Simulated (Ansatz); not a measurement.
# Si + C → SiC: energy for one SiC from the elemental crystals

SiC (F-43m), 4×4×4 mesh:

```
Si C
1.0
     0.00000    2.17900    2.17900
     2.17900    0.00000    2.17900
     2.17900    2.17900    0.00000
Si C
1 1
Direct
  0.00000 0.00000 0.00000
  0.25000 0.25000 0.25000
```

Si (Fd-3m), 4×4×4 mesh:

```
CELL_PARAMETERS angstrom
0.00000 2.71550 2.71550
2.71550 0.00000 2.71550
2.71550 2.71550 0.00000
ATOMIC_POSITIONS crystal
Si 0.00000 0.00000 0.00000
Si 0.25000 0.25000 0.25000
```

C (Fd-3m), 4×4×4 mesh:

```
C
1.0
     0.00000    1.78350    1.78350
     1.78350    0.00000    1.78350
     1.78350    1.78350    0.00000
C
2
Cartesian
  0.0000 0.0000 0.0000
  0.8918 0.8918 0.8918
```

RPA total energy on PBE orbitals, norm-conserving pseudopotentials (Ansatz); wave cutoff 1116 eV, correlation extrapolated to infinite response cutoff from cutoffs up to 250 eV, long-wavelength term: optical limit, core-valence exchange-correlation kept as a semilocal term. Cutoffs are those of the first cell; each cell takes its datasets' own.

PBE gives -0.56 eV.

**Question.** What does RPA give, and how does it split?

**Answer.** -0.64 eV: exact exchange -0.76 eV and correlation +0.11 eV. The meshes are coarse, which can move each part by tenths of an eV, so these aren't converged reaction energies.

With norm-conserving pseudopotentials the core–valence exchange is only approximate, which can shift gaps by tenths of an eV and RPA lattice constants by most of a per cent. Si: the program warned that its long-wavelength term hit its cap.
